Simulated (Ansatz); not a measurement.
Crystal: Cu3Au (Auricupride).

```xyz
4
Lattice="3.7400 0.0000 0.0000 0.0000 3.7400 0.0000 0.0000 0.0000 3.7400" Properties=species:S:1:pos:R:3 pbc="T T T"
Au    0.0000    0.0000    0.0000
Cu    1.8700    1.8700    0.0000
Cu    1.8700    0.0000    1.8700
Cu    0.0000    1.8700    1.8700
```

Base run:

```yaml
Program: Ansatz 0.2.0
Functional: PBEsol
Potentials_or_basis: Ansatz PAW
Cutoff: "420 eV (not typed: the program's choice for these potentials)"
k_mesh: 5 × 5 × 5
Occupations: fermi-dirac, width 0.05 eV
Spin: spin-orbit coupling, no magnetisation
```

Its results: band gap on the k mesh none (metal or under the smearing width); pressure -3.9 GPa.

The run is repeated on the same cell with these changes: functional from PBEsol to PBE. What comes out?

Band gap on the k mesh none (metal or under the smearing width); pressure 4.6 GPa.

PBE binds less tightly than PBEsol, so the same cell stands under more pressure.

Caveats: the PAW data sets come from PBE, with cores solved anew for the run's functional, which leaves a small shift of forces and pressure (some runs).
